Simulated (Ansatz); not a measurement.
# ZrO2: the cost of one run

Computed with Ansatz 0.2.0 (DFT PBE, scalar-relativistic, plane waves, PAW, unless a step's input says otherwise).

The COD entry's cell or inner coordinates are ideal or old and differ from later refinements, so a difference from it is no clean test against experiment.

3 further runs of the same task are left out: 2 that didn't finish, 1 set aside as unsound or not needed. Runs told in other sessions of the task aren't counted.

**1. Starting point**

Symmetry: Fm-3m, No. 225, cubic system. Conventional cell: a = 5.116 Å, b = 5.116 Å, c = 5.116 Å, α = 90.00°, β = 90.00°, γ = 90.00°. Zr (site symmetry m-3m) has 8 O at 2.22 Å in its first shell of neighbours. O (site symmetry -43m) is surrounded by 4 Zr at 2.22 Å.

As a file:

```cif
data_structure
_symmetry_space_group_name_H-M 'Fm-3m'
_symmetry_Int_Tables_number 225
_cell_length_a 5.1158
_cell_length_b 5.1158
_cell_length_c 5.1158
_cell_angle_alpha 90.000
_cell_angle_beta 90.000
_cell_angle_gamma 90.000
_cell_volume 133.89
loop_
_atom_site_label
_atom_site_type_symbol
_atom_site_symmetry_multiplicity
_atom_site_Wyckoff_symbol
_atom_site_fract_x
_atom_site_fract_y
_atom_site_fract_z
_atom_site_occupancy
Zr1 Zr 4 a 0.00000 0.00000 0.00000 1
O1 O 8 c 0.25000 0.75000 0.75000 1
```

This cell was relaxed beforehand with the same method: volume 11.16 Å³/atom, gap on the mesh 3.32 eV.

**2. Zero of energy**

The reference gives a free energy of -5323.8204 eV, pressure 0.01 GPa, largest force 0.000 eV/Å and gap on the mesh 3.32 eV. It was computed beforehand with the settings of the runs below.

**3. Harmonic modes of this cell**

File input.yaml:

```yaml
crystal:
  lattice:
    - [0.0, 2.5578981844, 2.5578981844]
    - [2.5578981844, 0.0, 2.5578981844]
    - [2.5578981844, 2.5578981844, 0.0]
  atoms:
    - { symbol: Zr, position: [0.0, 0.0, 0.0] }
    - { symbol: O, position: [0.25, 0.25, 0.25] }
    - { symbol: O, position: [0.75, 0.75, 0.75] }
basis:
  ecutwfc: 420
kpoints:
  mp_grid: { grid: [8, 8, 8] }
hamiltonian:
  xc: pbe
scf:
  occupations: { method: gaussian, width: 0.05 }
output:
  eigenvalues: true
phonons:
  method: fd
  supercell: [1, 1, 1]
  amplitude: 0.02
  eigenvectors: true
  dielectric: false
```

The run is started by

```bash
$ ansatz run input.yaml --threads 2 --pin off --max-ram 5120MiB --backend cpu --events-out ev --progress --plain --runs-dir out
```

**Question.** How long does this run take on 2 threads of Arm Neoverse V2, shared host, and how much memory does it need?

About 4.4 s, with a peak of 0.36 GiB.
